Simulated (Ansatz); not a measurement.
Runs of Ansatz 0.2.0 on Br. It takes space group Cmce (No. 64, orthorhombic). The conventional cell has a = 6.726 Å, b = 4.645 Å, c = 8.702 Å, α = 90.00°, β = 90.00°, γ = 90.00°. Around Br (site symmetry m) lie 1 Br at 2.29 Å. 

```csv
cell,target pressure (GPa),gap on the mesh (eV),pressure (GPa)
relaxed to 5 GPa,5,(b),5.0
relaxed,0,1.22,0.0
relaxed to 2 GPa,2,1.13,2.0
relaxed to 30 GPa,30,(a),30.0
relaxed to 20 GPa,20,0.61,20.0
```

Alike in all rows: task relaxation of cell and atoms; level PBEsol; potentials or basis Ansatz PAW; no spin polarisation; k mesh 7 × 7 × 3; cutoff (eV) 420; smearing fermi-dirac 0.05 eV.

Q: Estimate the missing entries.

A: (a) 0.35; (b) 1.03.

Caveats: odd divisions of the mesh miss points on the zone boundary, where band edges often lie, so the gap on the mesh can be too wide; the plane-wave basis is chosen anew once the cell has moved, so the energies of steps on either side of that aren't comparable; the PAW data sets come from PBE, with cores solved anew for the run's functional, which leaves a small shift of forces and pressure.

A k mesh can miss the band edges, and the runs leave out spin-orbit coupling on Br.
